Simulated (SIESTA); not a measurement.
## SnTe under changes of volume

One of the cells (31.907 Å³/atom); the others are scaled copies at fixed shape and fractional positions:

```
Te Sn
1.0
     0.00000    3.17172    3.17172
     3.17172    0.00000    3.17172
     3.17172    3.17172    0.00000
Te Sn
1 1
Direct
  0.50000 0.50000 0.50000
  0.00000 0.00000 0.00000
```

| Quantity | Value |
| --- | --- |
| Program | SIESTA 5.4.2 |
| Functional | PBE |
| Potentials or basis | PseudoDojo 0.4 standard (PBE files) |
| Basis | DZP (energy shift 0.003 Ry; two zetas on semicore shells) |
| Grid cutoff | 500 Ry |
| Energy shift | 0.003 Ry |
| k mesh | 7 × 7 × 7 |
| Occupations | fermi-dirac, width 0.05 eV |
| Spin | no spin polarisation |

```csv
volume (Å³/atom),energy over the lowest point (meV/atom),pressure (GPa)
29.404,71.68,6.8
30.030,49.00,5.4
30.656,30.53,4.1
31.907,7.72,1.9
32.532,?,?
33.158,0.00,0.1
```

**Question.** What does the run at 32.532 Å³/atom give?

**Answer.** Energy over the lowest point 2.16 meV/atom; pressure 1.0 GPa.

Worked out: A Birch-Murnaghan fit of order 3 (a polynomial in V^(-2/3)) to the other rows has its minimum at 33.22 Å³/atom, just outside them, with B0 = V·E''(V) = 45 GPa and B' = 3.0. It gives 2.05 meV/atom at 32.532 Å³/atom, against the run's 2.16, and -dE/dV = 1.0 GPa, against 1.0.

Energies are extrapolated to zero smearing.

Caveats: the basis of atomic orbitals isn't converged, which shifts pressures, moduli and gaps.
